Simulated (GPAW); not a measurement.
# Al15VAs16 (AlAs32 V1): moments or none, part 2 of 2

Wanted: the moments of Al15VAs16 (AlAs32 V1) and the energy gained by spin polarisation.

GPAW 26.7.0; PBE; plane waves with GPAW's PAW setups, scalar-relativistic.

So far. Step 2 (Order 1, typed as ferro +): After 31 cycles the largest moment stands at 1.77 μB.

### Step 3. Run 2 (no spin polarisation)

A run without seeds gives the energy of the state without moments.

File nospin.py:

```python
import json
import numpy as np
from ase import Atoms
from ase.parallel import paropen, parprint
from gpaw import GPAW

atoms = Atoms(['V', 'As', 'Al', 'As', 'Al', 'As', 'Al', 'As', 'Al', 'As', 'Al', 'As', 'Al', 'As', 'Al', 'As', 'Al', 'As', 'Al', 'As', 'Al', 'As', 'Al', 'As', 'Al', 'As', 'Al', 'As', 'Al', 'As', 'Al', 'As'],
    cell=[[11.322, 0.0, 0.0],
         [0.0, 11.322, 0.0],
         [0.0, 0.0, 5.661]],
    scaled_positions=[[0.0, 0.0, 0.0],
         [0.125, 0.125, 0.25],
         [0.0, 0.25, 0.5],
         [0.125, 0.375, 0.75],
         [0.25, 0.0, 0.5],
         [0.375, 0.125, 0.75],
         [0.25, 0.25, 0.0],
         [0.375, 0.375, 0.25],
         [0.0, 0.5, 0.0],
         [0.125, 0.625, 0.25],
         [0.0, 0.75, 0.5],
         [0.125, 0.875, 0.75],
         [0.25, 0.5, 0.5],
         [0.375, 0.625, 0.75],
         [0.25, 0.75, 0.0],
         [0.375, 0.875, 0.25],
         [0.5, 0.0, 0.0],
         [0.625, 0.125, 0.25],
         [0.5, 0.25, 0.5],
         [0.625, 0.375, 0.75],
         [0.75, 0.0, 0.5],
         [0.875, 0.125, 0.75],
         [0.75, 0.25, 0.0],
         [0.875, 0.375, 0.25],
         [0.5, 0.5, 0.0],
         [0.625, 0.625, 0.25],
         [0.5, 0.75, 0.5],
         [0.625, 0.875, 0.75],
         [0.75, 0.5, 0.5],
         [0.875, 0.625, 0.75],
         [0.75, 0.75, 0.0],
         [0.875, 0.875, 0.25]],
    pbc=True)
atoms.calc = GPAW(mode={'name': 'pw', 'ecut': 450},
    xc='PBE',
    kpts={'size': (3, 3, 5), 'gamma': True},
    occupations={'name': 'fermi-dirac', 'width': 0.05},
    convergence={'density': 1e-05, 'energy': 1e-05},
    maxiter=200,
    mixer={'name': 'pulay', 'beta': 0.05, 'nmaxold': 6, 'weight': 50},
    symmetry={'tolerance': 1e-4},
    txt='nospin.txt')
e = atoms.get_potential_energy(force_consistent=True)
res = {'free_energy': e, 'energy_sigma0': atoms.get_potential_energy(), 'fermi_energy': atoms.calc.get_fermi_level()}
parprint(f'free energy: {e:.6f} eV')
atoms.calc.write('nospin.gpw')
with paropen('results.json', 'w') as f:
    json.dump(res, f)
```

On the command line:

```sh
> OMP_NUM_THREADS=1 mpirun -n 4 gpaw python nospin.py > nospin.log
```

Numbers of over 12 decimals in the logs are rounded to 6 here.

The log of the run:

```text
free energy: -152.090079 eV

--- nospin.txt ---
Input parameters:
  mode=PW(ecut=450),
  convergence={'density': 1e-05, 'energy': 1e-05},
  kpts=MonkhorstPack(size=(3, 3, 5), gamma=True),
  maxiter=200,
  mixer=Pulay(name='pulay', nmaxold=6, beta=0.05, weight=50, sigma=0.015, g_ss=None),
  occupations=Occupations(name='fermi-dirac', width=0.05),
  symmetry=Symmetry(tolerance=0.0001),
  xc=XC(name='PBE')

Diagonalizing LCAO Hamiltonian
Converting LCAO to pw mode
        .---------------------------.
       /|                           |
      / |                           |
     /  |  As            As         |
    /   |       As            As    |
   /  Al|           Al              |
  /    As         As As         As  |
 *      .--Al------------Al---------.
 |     / As As         As As       /
 | Al /      Al  Al        Al     /
 |   Al Al    As   Al Al    As   /
 |  /As            As           /
 | /      Al            Al     /
 |/                           /
 V-------------Al------------*

Atoms  # Å, Bohr magnetons
|    | symbol |        x |        y |        z |    initial magnetic moments |
|----|--------|----------|----------|----------|-----------------------------|
|  0 |      V | 0.000000 | 0.000000 | 0.000000 | ( 0.0000,  0.0000,  0.0000) |
|  1 |     As | 1.415250 | 1.415250 | 1.415250 | ( 0.0000,  0.0000,  0.0000) |
|  2 |     Al | 0.000000 | 2.830500 | 2.830500 | ( 0.0000,  0.0000,  0.0000) |
|  3 |     As | 1.415250 | 4.245750 | 4.245750 | ( 0.0000,  0.0000,  0.0000) |
|  4 |     Al | 2.830500 | 0.000000 | 2.830500 | ( 0.0000,  0.0000,  0.0000) |
|  5 |     As | 4.245750 | 1.415250 | 4.245750 | ( 0.0000,  0.0000,  0.0000) |
|  6 |     Al | 2.830500 | 2.830500 | 0.000000 | ( 0.0000,  0.0000,  0.0000) |
|  7 |     As | 4.245750 | 4.245750 | 1.415250 | ( 0.0000,  0.0000,  0.0000) |
|  8 |     Al | 0.000000 | 5.661000 | 0.000000 | ( 0.0000,  0.0000,  0.0000) |
|  9 |     As | 1.415250 | 7.076250 | 1.415250 | ( 0.0000,  0.0000,  0.0000) |
| 10 |     Al | 0.000000 | 8.491500 | 2.830500 | ( 0.0000,  0.0000,  0.0000) |
| 11 |     As | 1.415250 | 9.906750 | 4.245750 | ( 0.0000,  0.0000,  0.0000) |
| 12 |     Al | 2.830500 | 5.661000 | 2.830500 | ( 0.0000,  0.0000,  0.0000) |
| 13 |     As | 4.245750 | 7.076250 | 4.245750 | ( 0.0000,  0.0000,  0.0000) |
| 14 |     Al | 2.830500 | 8.491500 | 0.000000 | ( 0.0000,  0.0000,  0.0000) |
| 15 |     As | 4.245750 | 9.906750 | 1.415250 | ( 0.0000,  0.0000,  0.0000) |
| 16 |     Al | 5.661000 | 0.000000 | 0.000000 | ( 0.0000,  0.0000,  0.0000) |
| 17 |     As | 7.076250 | 1.415250 | 1.415250 | ( 0.0000,  0.0000,  0.0000) |
| 18 |     Al | 5.661000 | 2.830500 | 2.830500 | ( 0.0000,  0.0000,  0.0000) |
| 19 |     As | 7.076250 | 4.245750 | 4.245750 | ( 0.0000,  0.0000,  0.0000) |
| 20 |     Al | 8.491500 | 0.000000 | 2.830500 | ( 0.0000,  0.0000,  0.0000) |
| 21 |     As | 9.906750 | 1.415250 | 4.245750 | ( 0.0000,  0.0000,  0.0000) |
| 22 |     Al | 8.491500 | 2.830500 | 0.000000 | ( 0.0000,  0.0000,  0.0000) |
| 23 |     As | 9.906750 | 4.245750 | 1.415250 | ( 0.0000,  0.0000,  0.0000) |
| 24 |     Al | 5.661000 | 5.661000 | 0.000000 | ( 0.0000,  0.0000,  0.0000) |
| 25 |     As | 7.076250 | 7.076250 | 1.415250 | ( 0.0000,  0.0000,  0.0000) |
| 26 |     Al | 5.661000 | 8.491500 | 2.830500 | ( 0.0000,  0.0000,  0.0000) |
| 27 |     As | 7.076250 | 9.906750 | 4.245750 | ( 0.0000,  0.0000,  0.0000) |
| 28 |     Al | 8.491500 | 5.661000 | 2.830500 | ( 0.0000,  0.0000,  0.0000) |
| 29 |     As | 9.906750 | 7.076250 | 4.245750 | ( 0.0000,  0.0000,  0.0000) |
| 30 |     Al | 8.491500 | 8.491500 | 0.000000 | ( 0.0000,  0.0000,  0.0000) |
| 31 |     As | 9.906750 | 9.906750 | 1.415250 | ( 0.0000,  0.0000,  0.0000) |

Unit cell  # Å
| periodic |         x |         y |        z |   lengths |    angles |
|----------|-----------|-----------|----------|-----------|-----------|
|      yes | 11.322000 |  0.000000 | 0.000000 | 11.322000 | 90.000000 |
|      yes |  0.000000 | 11.322000 | 0.000000 | 11.322000 | 90.000000 |
|      yes |  0.000000 |  0.000000 | 5.661000 |  5.661000 | 90.000000 |

Number of symmetries: 8

BZ-sampling:
  Number of BZ points: 45
  Number of IBZ points: 9

  Monkhorst-Pack size: [3, 3, 5]
  Monkhorst-Pack shift: [0, 0, 0]

Plane wave coefficients: 15772
Cutoff: 450.000000 eV

Spin-components: 1 (collinear spins)
Bands:           87
Projectors:      161
Spin-degeneracy: 2
Datatype:        complex128

Parallelization:
  kpt:    2
  domain: 2
  band:   1

Density:
  Valence electrons: 138.0
  Components: 1
  Grid points: [56 56 28]
  Charge: 0.0  # |e|

Potential:
  Grid points: [56 56 28]

[... setups left out ...]
Reference energy: -1108919.422138  # eV

eigensolver:
  PPCG
  Converge bands: occupied
  niter=2

density mixing:
  Pulay-Mixer
  Linear mixing parameters: 0.05
  Old densities: 6
  Fourier metric: weight=50, sigma=0.015

occupation numbers:
  Fermi-Dirac:
    width: 0.0500  # eV

poisson solver:
  ecut: 3600.000000  # eV

xc functional:
  name: PBE with 2 nearest neighbor stencil

convergence criteria:
- Maximum integral of absolute [dens]ity change: 1e-05 electrons / valence electron
- Maximum [total energy] change in last 3 cyles: 1e-05 eV / valence electron
- Maximum integral of absolute [eigenst]ate change: 4e-08 eV^2 / valence electron
maximum number of iterations: 200

SCF iterations
|iter     |      energy | eigst |  dens |
|---------|-------------|-------|-------|
|iter:   1|       0s | -153.971428 | +0.12 |       |
|iter:   2|       9s | -153.679363 | -1.25 | -0.86 |
|iter:   3|      17s | -153.049027 | -1.92 | -0.89 |
|iter:   4|      26s | -152.016983 | -1.09 | -0.95 |
|iter:   5|      35s | -152.094809 | -2.24 | -1.37 |
|iter:   6|      43s | -152.067233 | -2.30 | -1.51 |
|iter:   7|      52s | -152.048763 | -3.13 | -2.09 |
|iter:   8|      61s | -152.042849 | -3.37 | -2.27 |
|iter:   9|      69s | -152.042726 | -4.46 | -2.59 |
|iter:  10|      78s | -152.041921c| -4.46 | -2.63 |
|iter:  11|      87s | -152.041756c| -5.09 | -2.93 |
|iter:  12|      95s | -152.041736c| -5.25 | -3.04 |
|iter:  13|     104s | -152.041726c| -6.02 | -3.31 |
|iter:  14|     113s | -152.041729c| -6.71 | -3.50 |
|iter:  15|     121s | -152.041741c| -6.41 | -3.57 |
|iter:  16|     130s | -152.041740c| -7.24 | -3.83 |
|iter:  17|     139s | -152.041741c| -7.89c| -3.88 |
|iter:  18|     147s | -152.041744c| -7.53c| -3.92 |
|iter:  19|     155s | -152.041745c| -7.74c| -4.03 |
|iter:  20|     161s | -152.041744c| -7.57c| -4.12 |
|iter:  21|     165s | -152.041744c| -7.95c| -4.26 |
|iter:  22|     170s | -152.041745c| -7.99c| -4.31 |
|iter:  23|     174s | -152.041745c| -7.76c| -4.44 |
|iter:  24|     178s | -152.041745c| -7.98c| -4.64 |
|iter:  25|     183s | -152.041745c| -8.19c| -4.95 |
|iter:  26|     187s | -152.041745c| -8.21c| -5.00c|

Converged in 26 steps
Energy contributions relative to reference atoms: (reference = -1108919.422138)

Energy contributions:
  Kinetic:         305.006142
  Coulomb:        -271.263906
  Zero:             -0.119881
  External:          0.000000
  Xc:             -185.615766
  Entropy:          -0.096668
  Spinorbit:         0.000000
  ----------------------------
  Free energy:    -152.090079
  Extrapolated:   -152.041745

dipole moment: (-85.234056, -85.234056, -81.398871)  # |e|*Ang

Fermi level: 5.321
Eigenvalues  # (at kpt = [0.000, 0.000, 0.000])
| band index |      eig [eV] | occ [0-2] |
|------------|---------------|-----------|
|          0 |       -59.233 |     2.000 |
|        ... |               |           |
|         62 |         3.397 |     2.000 |
|         63 |         3.397 |     2.000 |
|         64 |         3.417 |     2.000 |
|         65 |         4.097 |     2.000 |
|         66 |         4.126 |     2.000 |
|         67 |         4.126 |     2.000 |
|         68 |         5.161 |     1.922 |
|         69 |         5.170 |     1.906 |
|         70 |         5.608 |     0.006 |
|         71 |         5.660 |     0.002 |
|         72 |         5.660 |     0.002 |
|         73 |         6.327 |     0.000 |
|         74 |         6.424 |     0.000 |
|         75 |         6.475 |     0.000 |
|         76 |         6.475 |     0.000 |
|         77 |         6.763 |     0.000 |
|        ... |               |           |
|         86 |         7.990 |     0.000 |

No gap
No difference between direct/indirect transitions
```

Run time: 3.4 min. Hardware: 4 MPI ranks of Arm Neoverse V1, shared host; peak memory 1.5 GiB; 13 min of CPU time.

Read from the output:

```
final state : non-magnetic (no spin polarisation)
```

It lies 741 meV a seeded atom over the first start.

### Step 4. Energies of the orders

These are free energies at a smearing of 0.05 eV, so its entropy term is in the differences. They are divided by the number of seeded atoms, so that cells of unlike size compare.

Orders:

```csv
start,final state,typed order kept,energy over the lowest (meV a seeded atom),largest site moment (μB),net moment (μB a primitive cell),mesh matched,CPU time (s)
ferro +,ferromagnetic,yes,0,1.774,2,yes,1938
no spin polarisation,non-magnetic,-,740.6,0,0,yes,807
```

### Step 5. Summary of results

```json
{"lower run": "with moments", "largest site moment": "1.77 μB", "energy gained by spin polarisation": "741 meV a seeded atom"}
```

What this shows: The crystal holds moments, up to 1.77 μB, and gains 741 meV a seeded atom by them. No antiferromagnetic order was tried, so the session says nothing on how the moments order.

[Logs and program files are shortened in this print: banners, set-up blocks, solver, clock and traceback lines can be left out without a mark of their own.]

[Logs are printed without paths, hosts, clocks, repeated set-up lines and the standing remarks that a program may print on its own settings, such as how far it seeks lower states.]

[Hosts, paths, dates, database ids (printed as entryN), source tags and the programs' standing remarks are cut or masked in the printed files.]

[Where a cell is said to come from a database of computed structures, the database is the Materials Project.]
